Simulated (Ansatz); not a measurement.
# SrO: the cost of one run

Program: Ansatz 0.2.0. Level of theory: DFT PBEsol, frozen-core PAW, scalar-relativistic unless said. These are calculated values, not measurements.

The COD entry's cell or inner coordinates are ideal or old and differ from later refinements, so a difference from it is no clean test against experiment.

### 1 Starting point

The structure is cubic, space group Fm-3m (No. 225). The conventional cell has a = 5.133 Å, b = 5.133 Å, c = 5.133 Å, α = 90.00°, β = 90.00°, γ = 90.00°. Sr (site symmetry m-3m) has 6 O at 2.57 Å as nearest neighbours. O (site symmetry m-3m) is surrounded by 6 Sr at 2.57 Å.

Structure file:

```
CELL_PARAMETERS angstrom
0.00000 2.56630 2.56630
2.56630 0.00000 2.56630
2.56630 2.56630 0.00000
ATOMIC_POSITIONS crystal
Sr 0.50000 0.50000 0.50000
O 0.00000 0.00000 0.00000
```

Cartesian axes are those of the input's lattice vectors. The structure goes back to a database entry.

### 2 Cell and atoms relaxed, PAW

Contents of input.yaml:

```yaml
crystal:
  lattice:
    - [0.0, 2.5663, 2.5663]
    - [2.5663, 0.0, 2.5663]
    - [2.5663, 2.5663, 0.0]
  atoms:
    - { symbol: Sr, position: [0.5, 0.5, 0.5] }
    - { symbol: O, position: [0.0, 0.0, 0.0] }
kpoints:
  mp_grid: { grid: [12, 12, 12] }
scf:
  occupations: { method: fermi_dirac, width: 0.08 }
hamiltonian:
  xc: pbesol
  pseudopotentials: { kind: paw }
relax:
  f_tol: 0.002
  max_steps: 80
  cell: {}
output:
  forces: true
  stress: true
```

Run with:

```sh
$ ansatz run input.yaml --threads 1 --pin off --max-ram 3072MiB --backend cpu --events-out ev --progress --plain --runs-dir out
```

What time and memory should one allow on 1 thread of Arm Neoverse V1, shared host?

About 6 s, with a peak of 0.3 GiB.
